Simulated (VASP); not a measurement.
Wanted: the native input for a VASP 6.6.1 run.

```yaml
Task: single point
Functional: PBEsol
Potentials_or_basis: VASP PAW PBE potentials, release 64 (Na_pv, I)
Cutoff: 520 eV
k_mesh: 4 × 4 × 4
Occupations: gaussian, width 0.01 eV
Spin: no spin polarisation
Dipole_correction: no
Further_INCAR_settings: ALGO = Fast; EDIFF = 1e-06; NBANDS = 14
```

The structure of NaI lies in POSCAR:

```
NaI
1.0
    0.0000000000      3.5431916648      3.5431916648
    3.5431916648      0.0000000000      3.5431916648
    3.5431916648      3.5431916648      0.0000000000
Na I
1 1
Direct
    0.0000000000      0.0000000000      0.0000000000
    0.2500000000      0.2500000000      0.2500000000
```

The cell was built by a generator and needn't be a form met in nature.

The input as run:

INCAR

```
PREC = Accurate
ENCUT = 520
EDIFF = 1E-6
ISMEAR = 0
SIGMA = 0.01
LREAL = F
LASPH = T
NELM = 60
ALGO = Fast
ISIF = 2
LWAVE = F
LCHARG = F
GGA = PS
NBANDS = 14
```

KPOINTS

```
Automatic mesh
0
Gamma
  4 4 4
```

Potentials or basis: VASP PAW PBE potentials, release 64 (Na_pv, I).

Command:

```console
$ cat potpaw_PBE.64/Na_pv/POTCAR potpaw_PBE.64/I/POTCAR > POTCAR
$ mpirun -np 1 vasp_std > vasp.out
```

Results of the run:

The pressure is -0.1 GPa and the band gap on the k mesh is 3.72 eV, direct.

Caveat: the PAW data sets were made with another functional, which shifts forces and pressure a little; spin-orbit coupling is left out, which moves the levels of the heavy elements.

It took 21 s on 1 thread of AMD EPYC 7R43 64-Core Processor (Zen 3) (shared host), peak memory 0.18 GiB.
